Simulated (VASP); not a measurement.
Crystal: Ca.

```
CELL_PARAMETERS angstrom
-2.24000 2.24000 2.24000
2.24000 -2.24000 2.24000
2.24000 2.24000 -2.24000
ATOMIC_POSITIONS crystal
Ca 0.00000 0.00000 0.00000
```

This isn't the form of Ca at room conditions, which is fcc.

| Quantity | Value |
| --- | --- |
| Program | VASP 6.6.1 |
| Task | relaxation of cell and atoms |
| Functional | AM05 |
| Potentials or basis | VASP PAW PBE potentials, release 64 (Ca_sv) |
| Cutoff | 600 eV |
| k mesh | 8 × 8 × 8 |
| Occupations | fermi-dirac, width 0.05 eV |
| Spin | no spin polarisation |

At the start: pressure -1.3 GPa; volume 44.96 Å³/atom.

**Question.** How do energy, volume and symmetry change on relaxing?

**Answer.** Over 3 steps the energy falls by 15.0 meV/atom and the volume is 41.35 Å³/atom (-8.0 %); space group Im-3m (No. 229, to 0.05 Å).

Step by step:
```
step  energy change (eV)  largest force (eV/Å)  pressure (GPa)  volume (Å³)
   1              0.0000                0.0000           -1.26        44.96
   2             -0.0127                0.0000           -0.52        42.69
   3             -0.0150                0.0000           -0.01        41.35
```

Final structure:
```
Ca
1.0
    -2.17844    2.17844    2.17844
     2.17844   -2.17844    2.17844
     2.17844    2.17844   -2.17844
Ca
1
Direct
  0.00000 0.00000 0.00000
```

Caveat: the PAW data sets were made with another functional, which shifts forces and pressure a little.
